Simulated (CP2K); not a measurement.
Crystal: CsBr.

```
Cs Br
1.0
     4.32562    0.00000    0.00000
     0.00000    4.32562    0.00000
     0.00000    0.00000    4.32562
Cs Br
1 1
Direct
  0.00000 0.00000 0.00000
  0.50000 0.50000 0.50000
```

The cell comes from a database or a generator and needn't be the stable form of this composition.

| Item | Value |
| --- | --- |
| Program | CP2K 2026.2 |
| Task | single point |
| Functional | PBE |
| Potentials or basis | POTENTIAL_UZH Cs GTH-PBE-q9, Br GTH-PBE-q7; TZVP-MOLOPT-PBE-GTH basis |
| Density cutoff | 6123 eV |
| k mesh | 6 × 6 × 6 |
| Occupations | fermi-dirac, width 0.05 eV |
| Spin | no spin polarisation |

On this cell: pressure 0.9 GPa; largest force zero by symmetry; band gap on the k mesh 4.37 eV, indirect (least direct gap 4.39 eV).

The same run follows on a disturbed copy (atoms moved at random, drawn with an rms of 0.05 Å):

```
Cs Br
1.0
     4.32562    0.00000    0.00000
     0.00000    4.32562    0.00000
     0.00000    0.00000    4.32562
Cs Br
1 1
Cartesian
  0.0586 -0.0119 0.0051
  2.1945 2.1619 2.1507
```

**Question.** What changes?

**Answer.** The energy moves by +0.3 meV/atom; pressure 0.9 GPa; largest force 0.031 eV/Å; band gap on the k mesh 4.37 eV, indirect (least direct gap 4.39 eV).

Forces on the atoms (eV/Å):
```
Cs  -0.025  0.010 -0.016
Br   0.025 -0.010  0.016
```

Caveats: spin-orbit coupling is left out, which moves the levels of the heavy elements; the basis of atomic orbitals isn't converged, which shifts pressures, moduli and gaps.

A k mesh can miss the band edges.
